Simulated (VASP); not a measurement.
# GaP (F-43m) in VASP: further runs

The runs below take GaP through relaxation of cell and atoms, with r2SCAN.

All numbers are computed with VASP 6.6.1; they aren't measurements. Logs are shortened: lines on timing, memory, paths and dates and some standing lists are left out, and cuts for length are marked.

### Step 1. Starting point

Symmetry: F-43m, No. 216, cubic system. Conventional cell: a = 5.452 Å, b = 5.452 Å, c = 5.452 Å, α = 90.00°, β = 90.00°, γ = 90.00°. Ga (site symmetry -43m) has 4 P at 2.36 Å as nearest neighbours. P (site symmetry -43m) is surrounded by 4 Ga at 2.36 Å.

The cell is a database's computed one.

### Step 2. Relaxation of cell and atoms, r2SCAN

The input, INCAR:

```
  ALGO = Normal
  EDIFF = 1E-6
  EDIFFG = -0.005
  ENCUT = 600
  IBRION = 2
  ISIF = 3
  ISMEAR = 0
  KPAR = 2
  LASPH = T
  LCHARG = F
  LMIXTAU = T
  LREAL = F
  LWAVE = F
  METAGGA = R2SCAN
  NELM = 120
  NSW = 80
  PREC = Accurate
  SIGMA = 0.02
```

The input, KPOINTS:

```
k-points
0
Gamma
  10 10 10
```

The input, POSCAR:

```
GaP
1.0
    0.0000000000      2.7258125000      2.7258125000
    2.7258125000      0.0000000000      2.7258125000
    2.7258125000      2.7258125000      0.0000000000
Ga P
1 1
Direct
    0.0000000000      0.0000000000      0.0000000000
    0.7500000000      0.7500000000      0.7500000000
```

Potentials or basis: VASP PAW PBE potentials, release 64 (Ga_d, P).

Command:

```sh
$ cat potpaw_PBE.64/Ga_d/POTCAR potpaw_PBE.64/P/POTCAR > POTCAR
$ mpirun -np 2 vasp_std > vasp.out
```

OUTCAR:

```text
EDIFF = 1E-6
   EDIFFG = -0.005
   ENCUT = 600
   IBRION = 2
   ISIF = 3
   ISMEAR = 0
   LASPH = T
   LREAL = F
   METAGGA = R2SCAN
   NELM = 120
   NSW = 80
   PREC = Accurate

 ion  position               nearest neighbor table
   1  0.000  0.000  0.000-   2 2.36   2 2.36   2 2.36   2 2.36
   2  0.750  0.750  0.750-   1 2.36   1 2.36   1 2.36   1 2.36

  LATTYP: Found a face centered cubic cell.
 ALAT       =     5.4516250000

  Lattice vectors:

 A1 = (   0.0000000000,   2.7258125000,   2.7258125000)
 A2 = (   2.7258125000,   0.0000000000,   2.7258125000)
 A3 = (   2.7258125000,   2.7258125000,   0.0000000000)

Analysis of symmetry for initial positions (statically):
=====================================================================
 Subroutine PRICEL returns:
 Original cell was already a primitive cell.

 Routine SETGRP: Setting up the symmetry group for a
 face centered cubic supercell.

 Subroutine GETGRP returns: Found 24 space group operations
 (whereof 24 operations were pure point group operations)
 out of a pool of 48 trial point group operations.

The static configuration has the point symmetry T_d .

Analysis of symmetry for dynamics (positions and initial velocities):
=====================================================================
 Subroutine PRICEL returns:
 Original cell was already a primitive cell.

 Routine SETGRP: Setting up the symmetry group for a
 face centered cubic supercell.

 Subroutine GETGRP returns: Found 24 space group operations
 (whereof 24 operations were pure point group operations)
 out of a pool of 48 trial point group operations.

The dynamic configuration has the point symmetry T_d .

 Subroutine INISYM returns: Found 24 space group operations
 (whereof 24 operations are pure point group operations),
 and found     1 'primitive' translations

----------------------------------------------------------------------------------------

                                     Primitive cell

  volume of cell :      40.5059

  direct lattice vectors                    reciprocal lattice vectors
     0.000000000  2.725812500  2.725812500    -0.183431546  0.183431546  0.183431546
     2.725812500  0.000000000  2.725812500     0.183431546 -0.183431546  0.183431546
     2.725812500  2.725812500  0.000000000     0.183431546  0.183431546 -0.183431546

  length of vectors
     3.854881006  3.854881006  3.854881006     0.317712757  0.317712757  0.317712757

  position of ions in fractional coordinates (direct lattice)
     0.000000000  0.000000000  0.000000000
     0.750000000  0.750000000  0.750000000
[... 147 lines left out ...]

 POSITION                                       TOTAL-FORCE (eV/Angst)
 -----------------------------------------------------------------------------------
      0.00000      0.00000      0.00000         0.000000      0.000000      0.000000
      4.08872      4.08872      4.08872        -0.000000     -0.000000     -0.000000
 -----------------------------------------------------------------------------------
    total drift:                               -0.000017     -0.000017     -0.000017

  FREE ENERGIE OF THE ION-ELECTRON SYSTEM (eV)
  ---------------------------------------------------
  free  energy   TOTEN  =       -21.4658435440 eV

  energy  without entropy=      -21.4658435440  energy(sigma->0) =      -21.46584354

--------------------------------------- Ionic step        2  -------------------------------------------

 number of electron      18.0000003 magnetization

 Free energy of the ion-electron system (eV)
  ---------------------------------------------------
  ext. energy  EPLUGINS =         0.00000000
  ---------------------------------------------------
  free energy    TOTEN  =       -21.46586097 eV

  energy without entropy =      -21.46586097  energy(sigma->0) =      -21.46586097

 E-fermi :   4.6276     XC(G=0): -10.5520

 val. band max:        4.4670971030   @ k =   0.0000   0.0000   0.0000
 cond. band min:       6.3304393997   @ k =   0.4000   0.4000   0.0000
 fundamental gap:      1.8633422968
 Fermi energy:         4.6276278361

 k-point     1 :       0.0000    0.0000    0.0000
  band No.  band energies     occupation
      1     -10.5229      2.00000
      2     -10.5229      2.00000
      3     -10.5229      2.00000
      4     -10.4095      2.00000
      5     -10.4095      2.00000
      6      -8.5587      2.00000
      7       4.4671      2.00000
      8       4.4671      2.00000
      9       4.4671      2.00000
     10       6.8167      0.00000
     11       8.6586      0.00000
     12       8.6586      0.00000
     13       8.6586      0.00000
[... 354 lines left out ...]
  band No.  band energies     occupation
      1     -10.6309      2.00000
      2     -10.4712      2.00000
      3     -10.4691      2.00000
      4     -10.4355      2.00000
      5     -10.3919      2.00000
      6      -6.4841      2.00000
      7      -1.0624      2.00000
      8       1.7769      2.00000
      9       2.1237      2.00000
     10       6.7779      0.00000
     11       7.9241      0.00000
     12      12.6327      0.00000
     13      13.1008      0.00000

 [... further k-points ...]

------------------------ aborting loop because EDIFF is reached ----------------------------------------

  FORCE on cell =-STRESS in cart. coord.  units (eV):
  Direction    XX          YY          ZZ          XY          YZ          ZX
  --------------------------------------------------------------------------------------
  -------------------------------------------------------------------------------------
  Total        0.0043232      0.0043232      0.0043232      0.0000000      0.0000000      0.0000000
  in kB        0.1712065      0.1712065      0.1712065      0.0000000      0.0000000      0.0000000
  external PRESSURE =       0.1712065 kB  Pullay stress =       0.0000000 kB

 VOLUME and BASIS-vectors are now :
 -----------------------------------------------------------------------------
  energy-cutoff  :      600.00
  volume of cell :       40.46
      direct lattice vectors                 reciprocal lattice vectors
     0.000000000  2.724715931  2.724715931    -0.183505368  0.183505368  0.183505368
     2.724715931  0.000000000  2.724715931     0.183505368 -0.183505368  0.183505368
     2.724715931  2.724715931 -0.000000000     0.183505368  0.183505368 -0.183505368

 POSITION                                       TOTAL-FORCE (eV/Angst)
 -----------------------------------------------------------------------------------
      0.00000      0.00000      0.00000         0.000000      0.000000      0.000000
      4.08707      4.08707      4.08707        -0.000000     -0.000000     -0.000000
 -----------------------------------------------------------------------------------
    total drift:                               -0.000017     -0.000017     -0.000017

  FREE ENERGIE OF THE ION-ELECTRON SYSTEM (eV)
  ---------------------------------------------------
  free  energy   TOTEN  =       -21.4658609736 eV

  energy  without entropy=      -21.4658609736  energy(sigma->0) =      -21.46586097

 reached required accuracy - stopping structural energy minimisation
```

It took 59 s on 2 MPI ranks of Intel Xeon 6975P-C (Granite Rapids), shared host; peak memory 0.2 GiB.

What came out:

| Item | Value |
| --- | --- |
| Free energy | -21.4659 eV |
| Relaxed volume | 20.23 Å³/atom |
| Relaxed cell | a = 3.853 Å, b = 3.853 Å, c = 3.853 Å, α = 60.00°, β = 60.00°, γ = 60.00° |
| Space group after relaxing (to 0.05 Å) | F-43m (No. 216) |
| Energy gained by relaxing | 0.0 meV/atom |
| Ionic steps | 2 |
| Pressure after relaxing | 0.0 GPa |
| Band gap on the k mesh | 1.86 eV, indirect (least direct gap 2.35 eV) |

Final structure:
```
Ga P
1.0
     0.00000    2.72472    2.72472
     2.72472    0.00000    2.72472
     2.72472    2.72472    0.00000
Ga P
1 1
Cartesian
  0.0000 0.0000 0.0000
  4.0871 4.0871 4.0871
```

Levels at points of the mesh, in eV from the valence-band top:
| k point | band 5 | band 6 | band 7 | band 8 | band 9 | band 10 | band 11 | band 12 | band 13 |
| --- | --- | --- | --- | --- | --- | --- | --- | --- | --- |
| (0.00, 0.00, 0.00) | -14.88 | -13.03 | 0.00 | 0.00 | 0.00 | 2.35 | 4.19 | 4.19 | 4.19 |
| (0.50, 0.00, 0.00) | -14.87 | -10.86 | -6.85 | -1.17 | -1.17 | 2.04 | 5.06 | 5.06 | 8.84 |
| (0.50, 0.50, 0.00) | -14.85 | -9.93 | -6.96 | -2.80 | -2.80 | 1.91 | 2.10 | 11.36 | 11.36 |

Caveat: the PAW data sets were made with another functional, which shifts forces and pressure a little.

### Step 3. Relaxation of cell and atoms, r2SCAN

INCAR is that of step 2.

KPOINTS is that of step 2.

The input, POSCAR:

```
GaP                                     
1.0
    0.0000000000      2.7247159312      2.7247159312
    2.7247159312      0.0000000000      2.7247159312
    2.7247159312      2.7247159312     -0.0000000000
  Ga              P             
     1     1
Direct
     0.0000000000000000    0.0000000000000000    0.0000000000000000
     0.7500000000000000    0.7500000000000000    0.7500000000000000
```

Potentials or basis: VASP PAW PBE potentials, release 64 (Ga_d, P).

Command:

```sh
$ cat potpaw_PBE.64/Ga_d/POTCAR potpaw_PBE.64/P/POTCAR > POTCAR
$ mpirun -np 2 vasp_std > vasp.out
```

OUTCAR:

```text
EDIFF = 1E-6
   EDIFFG = -0.005
   ENCUT = 600
   IBRION = 2
   ISIF = 3
   ISMEAR = 0
   LASPH = T
   LREAL = F
   METAGGA = R2SCAN
   NELM = 120
   NSW = 80
   PREC = Accurate

 ion  position               nearest neighbor table
   1  0.000  0.000  0.000-   2 2.36   2 2.36   2 2.36   2 2.36
   2  0.750  0.750  0.750-   1 2.36   1 2.36   1 2.36   1 2.36

  LATTYP: Found a face centered cubic cell.
 ALAT       =     5.4494318624

  Lattice vectors:

 A1 = (   0.0000000000,   2.7247159312,   2.7247159312)
 A2 = (   2.7247159312,   0.0000000000,   2.7247159312)
 A3 = (   2.7247159312,   2.7247159312,   0.0000000000)

Analysis of symmetry for initial positions (statically):
=====================================================================
 Subroutine PRICEL returns:
 Original cell was already a primitive cell.

[... 304 lines left out ...]
      6      -8.5595      2.00000
      7       4.4636      2.00000
      8       4.4636      2.00000
      9       4.4636      2.00000
     10       6.8101      0.00000
     11       8.6551      0.00000
     12       8.6551      0.00000
     13       8.6551      0.00000
[... 354 lines left out ...]
  band No.  band energies     occupation
      1     -10.6337      2.00000
      2     -10.4742      2.00000
      3     -10.4721      2.00000
      4     -10.4385      2.00000
      5     -10.3950      2.00000
      6      -6.4859      2.00000
      7      -1.0650      2.00000
      8       1.7746      2.00000
      9       2.1213      2.00000
     10       6.7747      0.00000
     11       7.9205      0.00000
     12      12.6275      0.00000
     13      13.0959      0.00000

 [... further k-points ...]

------------------------ aborting loop because EDIFF is reached ----------------------------------------

  FORCE on cell =-STRESS in cart. coord.  units (eV):
  Direction    XX          YY          ZZ          XY          YZ          ZX
  --------------------------------------------------------------------------------------
  -------------------------------------------------------------------------------------
  Total       -0.0053175     -0.0053175     -0.0053175      0.0000000     -0.0000000      0.0000000
  in kB       -0.2105119     -0.2105119     -0.2105119      0.0000000     -0.0000000      0.0000000
  external PRESSURE =      -0.2105119 kB  Pullay stress =       0.0000000 kB
[... 17 lines left out ...]
  FREE ENERGIE OF THE ION-ELECTRON SYSTEM (eV)
  ---------------------------------------------------
  free  energy   TOTEN  =       -21.4658483894 eV

  energy  without entropy=      -21.4658483894  energy(sigma->0) =      -21.46584839

 reached required accuracy - stopping structural energy minimisation
```

CONTCAR:

```text
GaP
   1.00000000000000
    -0.0000000000000000    2.7250290626603815    2.7250290626603815
     2.7250290626603815   -0.0000000000000000    2.7250290626603815
     2.7250290626603815    2.7250290626603815    0.0000000000000000
  Ga              P
     1     1
Direct
     1.0000000000000000    1.0000000000000000    1.0000000000000000
     0.7500000000000000    0.7500000000000000    0.7500000000000000

  0.00000000E+00  0.00000000E+00  0.00000000E+00
  0.00000000E+00  0.00000000E+00  0.00000000E+00
```

Run time: 63 s. Hardware: 2 MPI ranks of Intel Xeon 6975P-C (Granite Rapids), shared host; peak memory 0.2 GiB.

Results:

| Property | Result |
| --- | --- |
| Free energy | -21.4658 eV |
| Relaxed volume | 20.24 Å³/atom |
| Relaxed cell | a = 3.854 Å, b = 3.854 Å, c = 3.854 Å, α = 60.00°, β = 60.00°, γ = 60.00° |
| Space group after relaxing (to 0.05 Å) | F-43m (No. 216) |
| Energy gained by relaxing | 0.0 meV/atom |
| Ionic steps | 4 |
| Pressure after relaxing | 0.0 GPa |
| Band gap on the k mesh | 1.86 eV, indirect (least direct gap 2.35 eV) |

Final structure:
```cif
data_structure
_symmetry_space_group_name_H-M 'P 1'
_symmetry_Int_Tables_number 1
_cell_length_a 3.8538
_cell_length_b 3.8538
_cell_length_c 3.8538
_cell_angle_alpha 60.000
_cell_angle_beta 60.000
_cell_angle_gamma 60.000
_cell_volume 40.47
loop_
_atom_site_label
_atom_site_type_symbol
_atom_site_fract_x
_atom_site_fract_y
_atom_site_fract_z
_atom_site_occupancy
Ga1 Ga 0.00000 0.00000 0.00000 1
P1 P 0.75000 0.75000 0.75000 1
```

Levels at points of the mesh, in eV from the valence-band top:
| k point | band 7 | band 8 | band 9 | band 10 | band 11 | band 12 |
| --- | --- | --- | --- | --- | --- | --- |
| (0.00, 0.00, 0.00) | 0.00 | 0.00 | 0.00 | 2.35 | 4.19 | 4.19 |
| (0.50, 0.00, 0.00) | -6.85 | -1.17 | -1.17 | 2.04 | 5.06 | 5.06 |
| (0.50, 0.50, 0.00) | -6.96 | -2.80 | -2.80 | 1.91 | 2.10 | 11.36 |

Caveat: the PAW data sets were made with another functional, which shifts forces and pressure a little. r2SCAN opens gaps a little over a GGA but as a rule still falls short of measured ones.
